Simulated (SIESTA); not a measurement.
The system is CuO (Tenorite).

```
CELL_PARAMETERS angstrom
2.34185 -1.71130 0.00000
2.34185 1.71130 0.00000
-0.85003 0.00000 5.05787
ATOMIC_POSITIONS crystal
Cu 0.50000 0.00000 0.50000
Cu 0.00000 0.50000 0.00000
O 0.41840 0.58160 0.75000
O 0.58160 0.41840 0.25000
```

Base run:

| Item | Value |
| --- | --- |
| Program | SIESTA 5.4.2 |
| Functional | PBE |
| Potentials or basis | PseudoDojo 0.4 standard (PBE files) |
| Basis | SZ (energy shift 0.002 Ry) |
| Grid cutoff | 800 Ry |
| Energy shift | 0.002 Ry |
| k mesh | 10 × 10 × 5 |
| Occupations | fermi-dirac, width 0.05 eV |
| Spin | no spin polarisation |

Its results: band gap on the k mesh none (metal or under the smearing width); pressure 16.9 GPa; largest force 0.034 eV/Å.

Task: The run is repeated on the same cell with these changes: functional from PBE to vdW-DF2; basis from SZ (energy shift 0.002 Ry) to DZP (energy shift 0.002 Ry). What comes out?

Result: Band gap on the k mesh none (metal or under the smearing width); pressure 19.6 GPa; largest force 0.071 eV/Å.

Several settings changed at once, so the effect can't be laid on one alone.

Caveats: so large a pressure means that the cell lies far from this level's equilibrium, or that cutoff or potentials fall short; the basis of atomic orbitals isn't converged, which shifts pressures, moduli and gaps; the run has no spin polarisation, though such a crystal can be magnetic; semilocal functionals often make such compounds metallic where correlation or magnetic order opens a gap, which also shifts bond lengths; the basis has no polarisation orbitals (some runs); short orbitals over semicore shells can move pressures by several GPa (some runs); semicore shells carry a single zeta, which can move pressures by several GPa and volumes by a few percent (some runs).
